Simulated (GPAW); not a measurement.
Computed results, one entry a study.

```cif
data_cds
_symmetry_space_group_name_H-M 'F-43m'
_symmetry_Int_Tables_number 216
_cell_length_a 5.8330
_cell_length_b 5.8330
_cell_length_c 5.8330
_cell_angle_alpha 90.000
_cell_angle_beta 90.000
_cell_angle_gamma 90.000
_cell_volume 198.46
loop_
_atom_site_label
_atom_site_type_symbol
_atom_site_symmetry_multiplicity
_atom_site_Wyckoff_symbol
_atom_site_fract_x
_atom_site_fract_y
_atom_site_fract_z
_atom_site_occupancy
Cd1 Cd 4 a 0.00000 0.00000 0.00000 1
S1 S 4 d 0.25000 0.25000 0.75000 1
_calc_subject 'A GW chain in GPAW: CdS (Hawleyite)'
_calc_method 'DFT, LDA, plane waves, PAW (and 1 further level or step)'
_calc_program 'GPAW 26.7.0'
_calc_settings_of_one_run 'cutoff 450 eV, GPAW PAW setups 1.2.1 data release, 6×6×6 k-mesh, nbands 595'
_calc_cost '4 runs, 5.1 min in all on 4 MPI ranks of Arm Neoverse V2, shared host (the runs of this entry)'
_calc_notes 'The cell and positions come from the Crystallography Open Database and are kept as given unless a step says otherwise. Limits: no spin-orbit coupling. Bands and cutoff are finite, so the gap is not at the basis limit. The miss can reach some tenths of an eV and take either sign; the mesh is an error of its own.'
_calc_lda_gap '0.85 eV, direct'
_calc_g0w0_gap_on_the_mesh '1.92 eV'
_calc_gw_settings '6×6×6 mesh, 272 bands, screening to 180 eV, Godby-Needs plasmon pole'
_calc_known_limits 'not at the basis limit; no spin-orbit coupling'
```

[Paths, hosts, dates, memory and timing lines, banners, echoed tables and standing remarks are left out of the program output.]

[Logs are printed without paths, hosts, clocks, repeated set-up lines and the standing remarks that a program may print on its own settings, such as how far it seeks lower states.]

[Runs of the session that timed out or met a known fault of the program may be left out.]

[Hosts, paths, dates, database ids (printed as entryN), source tags and the programs' standing remarks are cut or masked in the printed files.]
